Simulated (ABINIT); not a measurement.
Ni:

```
Ni
1.0
    -1.38372    1.38372    1.38372
     1.38372   -1.38372    1.38372
     1.38372    1.38372   -1.38372
Ni
1
Direct
  0.00000 0.00000 0.00000
```

This isn't the form of Ni at room conditions, which is fcc.

Base run:

| Quantity | Value |
| --- | --- |
| Program | ABINIT 10.8.3 (patched build) |
| Functional | RPBE |
| Potentials or basis | JTH PAW PBE v2.0 |
| Cutoff | 1333 eV |
| k mesh | 13 × 13 × 13 |
| Occupations | fermi-dirac, width 0.05 eV |
| Spin | collinear spin, ferromagnetic start |
| Starting moments | [1.0] μB |

Its results: band gap on the k mesh none (metal or under the smearing width); pressure 14.0 GPa; net moment 0.59 μB per cell; site moments Ni +0.62 μB.

**Question.** After a change of settings the same cell gave: band gap on the k mesh none (metal or under the smearing width); pressure -9.6 GPa; net moment 0.55 μB per cell; site moments Ni +0.56 μB. Which change was it?
A. functional from RPBE to PW91
B. functional from RPBE to LDA
C. functional from RPBE to AM05
D. functional from RPBE to BLYP

**Answer.** B.

LDA binds more tightly than RPBE, so the same cell stands under less pressure.

Caveats: the PAW data sets were made with another functional, which shifts forces and pressure a little.

Runs at the PBE level aren't shown here.
